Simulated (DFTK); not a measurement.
# Rh (Fm-3m) in DFTK: notebook

One crystal, Rh, is run at these levels: LDA, PBEsol; tasks: single point, equation of state.

All numbers are computed with DFTK 0.8.2; they aren't measurements. Logs are shortened: lines on timing, memory, paths and dates and some standing lists are left out, and cuts for length are marked.

**What was measured.**

“Thermal equation of state of rhodium characterized by XRD in a resistively heated diamond anvil cell”, 2024, pmc:11535440 quotes, for a bulk crystal of Rh: bulk modulus 264 ± 1 GPa.

The results are compared with them further down.

## 1. The crystal as given

Symmetry: Fm-3m, No. 225, cubic system. Conventional cell: a = 3.796 Å, b = 3.796 Å, c = 3.796 Å, α = 90.00°, β = 90.00°, γ = 90.00°. Rh (site symmetry m-3m) has 12 Rh at 2.68 Å as nearest neighbours.

## 2. Single point, LDA, 12.85 Å³/atom (volume scaled by 0.94)

File run.jl:

```julia
using DFTK
using PseudoPotentialData
using Unitful, UnitfulAtomic
using LinearAlgebra, Printf
include("save.jl")
disable_threading()

# lattice vectors are the columns
lattice = austrip(1u"Å") * [           0.0        1.89785        1.89785;
                  1.89785            0.0        1.89785;
                  1.89785        1.89785            0.0]
symbols   = [:Rh]
positions = [[0.0, 0.0, 0.0]]
pseudopotentials = PseudoFamily("cp2k.nc.sr.lda.v0_1.largecore.gth")
elements = Dict(s => ElementPsp(s, pseudopotentials) for s in unique(symbols))
atoms    = [elements[s] for s in symbols]

build_model(lattice, positions; symmetries=true) =
    model_DFT(lattice, atoms, positions;
              functionals=LDA(),
              temperature=austrip(0.05u"eV"),
              smearing=Smearing.FermiDirac(),
              symmetries)
Ecut  = 45.0  # hartree
kgrid = [9, 9, 9]
tol   = 1e-6
to_GPa = ustrip(uconvert(u"GPa", 1u"hartree/bohr^3"))

results["points"] = []
for scale in [0.94, 0.96, 0.98, 1.0, 1.02, 1.04, 1.06]
    println("\n=== scale = ", scale)
    model = build_model(cbrt(scale) * lattice, positions)
    basis = PlaneWaveBasis(model; Ecut, kgrid)
    t0 = time()
    scfres = self_consistent_field(basis;
                                   tol,
                                   nbandsalg=AdaptiveBands(model; n_bands_converge=9))
    seconds = time() - t0
    @printf "SCF: %d iterations, %.1f s\n" scfres.n_iter seconds
    forces = compute_forces_cart(scfres)
    stress = compute_stresses_cart(scfres)
    @printf "V = %.5f Å^3  F = %.8f Ha  max force = %.5f eV/Å  p = %.4f GPa\n" ustrip(auconvert(u"Å^3", model.unit_cell_volume)) scfres.energies.total ustrip(auconvert(u"eV/Å", maximum(norm, forces))) (-tr(stress) / 3 * to_GPa)
    push!(results["points"], save_scf!(scfres; forces, stress, d=Dict{String,Any}("seconds" => seconds, "n_matvec" => get(scfres, :n_matvec, 0))))
end

# third-order Birch-Murnaghan fit in x = V^(-2/3)
V = [0.94, 0.96, 0.98, 1.0, 1.02, 1.04, 1.06] * abs(det(lattice))
E = [p["total"] for p in results["points"]]
x = V .^ (-2 / 3)
c = [x .^ 0 x x .^ 2 x .^ 3] \ E
Δ = c[3]^2 - 3c[2] * c[4]
if Δ > 0
    x0 = (-c[3] + sqrt(Δ)) / 3c[4]
    B0 = 4 / 9 * x0^(7 / 2) * (2c[3] + 6c[4] * x0)
    @printf "V0 = %.4f Å^3  B0 = %.2f GPa\n" ustrip(auconvert(u"Å^3", x0^(-3 / 2))) B0 * to_GPa
end
```

Potentials or basis: cp2k.nc.sr.lda.v0_1.largecore.gth (LDA, GTH, large core).

Command:

```
$ julia --threads=1 run.jl  # one pass of the loop, scale = 0.94; save.jl only writes the numbers to a file and isn't shown; printed stress counts tension as positive; times include loading and compiling
```

Log:

```text
=== scale = 0.94
n     Energy            log10(ΔE)   log10(Δρ)   Diag   Δtime
---   ---------------   ---------   ---------   ----   ------
  1   -21.48993294249                   -0.02    4.7    3.73s
  2   -21.80055086578       -0.51       -0.29    2.1    2.07s
  3   -21.91300910780       -0.95       -0.73    3.2    2.97s
  4   -21.92140768442       -2.08       -1.16    2.0    1.79s
  5   -21.92254420860       -2.94       -1.91    1.9    2.85s
  6   -21.92255045132       -5.20       -2.55    1.0    1.21s
  7   -21.92255441376       -5.40       -3.36    1.9    2.38s
  8   -21.92255449769       -7.08       -3.91    1.6    1.28s
  9   -21.92255450599       -8.08       -4.43    1.8    1.47s
 10   -21.92255450660       -9.22       -5.39    1.3    2.18s
[... 65 further cycles ...]
  3   -21.89923539152       -0.85       -0.61    3.1    2.10s
  4   -21.92083230207       -1.67       -1.09    2.2    2.64s
  5   -21.92184550898       -2.99       -1.64    1.3    1.22s
  6   -21.92203897783       -3.71       -2.44    1.0    1.09s
  7   -21.92204084254       -5.73       -2.73    1.8    2.27s
  8   -21.92204256766       -5.76       -3.52    1.8    1.35s
  9   -21.92204261185       -7.35       -4.22    1.5    2.00s
 10   -21.92204261308       -8.91       -5.00    1.9    1.37s
 11   -21.92204261314      -10.27       -5.87    2.0    1.49s
 12   -21.92204261314      -12.00       -6.58    2.0    2.37s
SCF: 12 iterations, 22.8 s
V = 14.49177 Å^3  F = -21.92204261 Ha  max force = 0.00000 eV/Å  p = -38.3600 GPa
V0 = 13.5468 Å^3  B0 = 310.12 GPa
```

Run time: 26 s. Hardware: 1 thread of Intel Xeon Platinum 8375C at 2.90GHz (Ice Lake), shared host.

These settings aren't checked as converged: the numbers below hold their error.

Results:

| Property | Result |
| --- | --- |
| Free energy | -596.5431 eV |
| Band gap on the k mesh | none (metal or under the smearing width) |

Caveat: the cutoff is short for these potentials, so energies and forces aren't converged, fitted volumes are rough and the log's stress (off by 3 to 10 GPa or more in trials) isn't used; this set keeps more shells in the core, which shifts pressures and gaps.

## 3. Single point, LDA, 13.12 Å³/atom (volume scaled by 0.96)

run.jl is that of step 2.

Potentials or basis: cp2k.nc.sr.lda.v0_1.largecore.gth (LDA, GTH, large core).

Command:

```
$ julia --threads=1 run.jl  # one pass of the loop, scale = 0.96; save.jl only writes the numbers to a file and isn't shown; printed stress counts tension as positive; times include loading and compiling
```

Run time: 26 s. Hardware: 1 thread of Intel Xeon Platinum 8375C at 2.90GHz (Ice Lake), shared host.

These settings aren't checked as converged: the numbers below hold their error.

What came out:

```yaml
Free_energy: -596.5676 eV
Band_gap_on_the_k_mesh: none (metal or under the smearing width)
```

Caveat: the cutoff is short for these potentials, so energies and forces aren't converged, fitted volumes are rough and the log's stress (off by 3 to 10 GPa or more in trials) isn't used; this set keeps more shells in the core, which shifts pressures and gaps.

## 4. Single point, LDA, 13.40 Å³/atom (volume scaled by 0.98)

run.jl is that of step 3.

Command:

```
$ julia --threads=1 run.jl  # one pass of the loop, scale = 0.98; save.jl only writes the numbers to a file and isn't shown; printed stress counts tension as positive; times include loading and compiling
```

Wall time 23 s (1 thread of Intel Xeon Platinum 8375C at 2.90GHz (Ice Lake), shared host).

These settings aren't checked as converged: the numbers below hold their error.

What came out:

* Free energy: -596.5816 eV
* Band gap on the k mesh: none (metal or under the smearing width)

Caveat: the cutoff is short for these potentials, so energies and forces aren't converged, fitted volumes are rough and the log's stress (off by 3 to 10 GPa or more in trials) isn't used; this set keeps more shells in the core, which shifts pressures and gaps.

## 5. Single point, LDA, 13.67 Å³/atom

run.jl is that of step 4.

Command:

```
$ julia --threads=1 run.jl  # one pass of the loop, scale = 1.0; save.jl only writes the numbers to a file and isn't shown; printed stress counts tension as positive; times include loading and compiling
```

Run time: 27 s. Hardware: 1 thread of Intel Xeon Platinum 8375C at 2.90GHz (Ice Lake), shared host.

The run converged, but some of its settings lie outside the range that counts as converged, so its numbers aren't taken as properties of the crystal.

What came out:

| Quantity | Value |
| --- | --- |
| Free energy | -596.5814 eV |
| Band gap on the k mesh | none (metal or under the smearing width) |

Caveat: the cutoff is short for these potentials, so energies and forces aren't converged, fitted volumes are rough and the log's stress (off by 3 to 10 GPa or more in trials) isn't used; this set keeps more shells in the core, which shifts pressures and gaps.

## 6. Single point, LDA, 13.94 Å³/atom (volume scaled by 1.02)

run.jl is that of step 5.

Potentials or basis: cp2k.nc.sr.lda.v0_1.largecore.gth (LDA, GTH, large core).

Command:

```
$ julia --threads=1 run.jl  # one pass of the loop, scale = 1.02; save.jl only writes the numbers to a file and isn't shown; printed stress counts tension as positive; times include loading and compiling
```

It took 25 s on 1 thread of Intel Xeon Platinum 8375C at 2.90GHz (Ice Lake), shared host.

These settings aren't checked as converged: the numbers below hold their error.

Results:

```yaml
Free_energy: -596.5719 eV
Band_gap_on_the_k_mesh: none (metal or under the smearing width)
```

Caveat: the cutoff is short for these potentials, so energies and forces aren't converged, fitted volumes are rough and the log's stress (off by 3 to 10 GPa or more in trials) isn't used; this set keeps more shells in the core, which shifts pressures and gaps.

## 7. Single point, LDA, 14.22 Å³/atom (volume scaled by 1.04)

run.jl is that of step 6.

Command:

```
$ julia --threads=1 run.jl  # one pass of the loop, scale = 1.04; save.jl only writes the numbers to a file and isn't shown; printed stress counts tension as positive; times include loading and compiling
```

Wall time 22 s (1 thread of Intel Xeon Platinum 8375C at 2.90GHz (Ice Lake), shared host).

The run converged, but some of its settings lie outside the range that counts as converged, so its numbers aren't taken as properties of the crystal.

Results:

```
Free energy            : -596.5536 eV
Band gap on the k mesh : none (metal or under the smearing width)
```

Caveat: the cutoff is short for these potentials, so energies and forces aren't converged, fitted volumes are rough and the log's stress (off by 3 to 10 GPa or more in trials) isn't used; this set keeps more shells in the core, which shifts pressures and gaps.

## 8. Single point, LDA, 14.49 Å³/atom (volume scaled by 1.06)

run.jl is that of step 7.

Command:

```
$ julia --threads=1 run.jl  # one pass of the loop, scale = 1.06; save.jl only writes the numbers to a file and isn't shown; printed stress counts tension as positive; times include loading and compiling
```

It took 23 s on 1 thread of Intel Xeon Platinum 8375C at 2.90GHz (Ice Lake), shared host.

The run converged, but some of its settings lie outside the range that counts as converged, so its numbers aren't taken as properties of the crystal.

Results:

```yaml
Free_energy: -596.5292 eV
Band_gap_on_the_k_mesh: none (metal or under the smearing width)
```

Caveat: the cutoff is short for these potentials, so energies and forces aren't converged, fitted volumes are rough and the log's stress (off by 3 to 10 GPa or more in trials) isn't used; this set keeps more shells in the core, which shifts pressures and gaps.

## 9. Equation of state, PBEsol

Edit run.jl of step 8 so:

```diff
@@ -7,10 +7,13 @@
 
-# lattice vectors are the columns
-lattice = austrip(1u"Å") * [           0.0        1.89785        1.89785;
-                  1.89785            0.0        1.89785;
-                  1.89785        1.89785            0.0]
-symbols   = [:Rh]
-positions = [[0.0, 0.0, 0.0]]
-pseudopotentials = PseudoFamily("cp2k.nc.sr.lda.v0_1.largecore.gth")
-elements = Dict(s => ElementPsp(s, pseudopotentials) for s in unique(symbols))
+lines = readlines("Rh.cif")
+tag(name) = parse(Float64, split(only(filter(startswith(name), lines)))[2])
+a, b, c = tag.(["_cell_length_a", "_cell_length_b", "_cell_length_c"])
+α, β, γ = deg2rad.(tag.(["_cell_angle_alpha", "_cell_angle_beta", "_cell_angle_gamma"]))
+cx, cy  = cos(β), (cos(α) - cos(β) * cos(γ)) / sin(γ)
+lattice = austrip(1u"Å") * [a b*cos(γ) c*cx; 0 b*sin(γ) c*cy; 0 0 c*sqrt(1 - cx^2 - cy^2)]
+sites     = split.(lines[findlast(startswith("_atom_site_"), lines)+1:end])
+symbols   = [Symbol(s[2]) for s in sites]
+positions = [parse.(Float64, s[5:7]) for s in sites]
+pseudopotentials = Dict(:Rh => "Rh.upf")
+elements = Dict(s => ElementPsp(s, pseudopotentials; rcut=10.0) for s in unique(symbols))
 atoms    = [elements[s] for s in symbols]
@@ -19,3 +22,3 @@
     model_DFT(lattice, atoms, positions;
-              functionals=LDA(),
+              functionals=PBEsol(),
               temperature=austrip(0.05u"eV"),
@@ -23,4 +26,4 @@
               symmetries)
-Ecut  = 45.0  # hartree
-kgrid = [9, 9, 9]
+Ecut  = 30.0  # hartree
+kgrid = [10, 10, 10]
 tol   = 1e-6
@@ -36,3 +39,3 @@
                                    tol,
-                                   nbandsalg=AdaptiveBands(model; n_bands_converge=9))
+                                   nbandsalg=AdaptiveBands(model; n_bands_converge=13))
     seconds = time() - t0
```

File Rh.cif:

```cif
data_Rh
_cell_length_a 2.68396521
_cell_length_b 2.68396521
_cell_length_c 2.68396521
_cell_angle_alpha 60.00000000
_cell_angle_beta 60.00000000
_cell_angle_gamma 60.00000000
_space_group_name_H-M_alt 'P1'
_space_group_name_Hall 'P 1'
_space_group_IT_number 1
loop_
_space_group_symop_operation_xyz
'x,y,z'
loop_
_atom_site_label
_atom_site_type_symbol
_atom_site_symmetry_multiplicity
_atom_site_Wyckoff_symbol
_atom_site_fract_x
_atom_site_fract_y
_atom_site_fract_z
_atom_site_occupancy
Rh1 Rh 1 a 0.0000000000 0.0000000000 0.0000000000 1
```

Potentials or basis: SPMS 1.0 (PBE).

Command:

```
$ julia --threads=1 run.jl  # save.jl only writes the numbers to a file and isn't shown; printed stress counts tension as positive; times include loading and compiling
```

Wall time 4.7 min (1 thread of Intel Xeon Platinum 8375C at 2.90GHz (Ice Lake), shared host); peak memory 1.4 GiB.

Results (log left out):

- Equilibrium volume: 13.53 Å³/atom
- Bulk modulus: 297 GPa
- Pressure derivative of the bulk modulus: 5.1

Energy against volume, from the lowest point:
```csv
volume (Å³/atom),energy (meV/atom)
12.851,33.59
13.125,10.64
13.398,0.00
13.671,0.23
13.945,10.10
14.218,28.46
14.492,54.32
```

Caveat: the potentials were made for another functional, which shifts forces and pressure.

## 10. For comparison

An earlier run on the cell as given: functional PBE; potentials or basis dojo.nc.sr.pbe.v0_4_1.standard.upf (PBE); cutoff 1197 eV; k mesh 12 × 12 × 12; occupations fermi-dirac, width 0.05 eV; no spin polarisation.

- Pressure: 7.5 GPa
- Band gap on the k mesh: none (metal or under the smearing width)

## 11. How close it comes

Step 9. Against the measured bulk modulus of Rh, 264 GPa (quoted in “Thermal equation of state of rhodium characterized by XRD in a resistively heated diamond anvil cell”, 2024, pmc:11535440), the calculated 297 GPa is off by +12.6 %. The fit is for a static lattice scaled at fixed shape and fixed fractional positions.
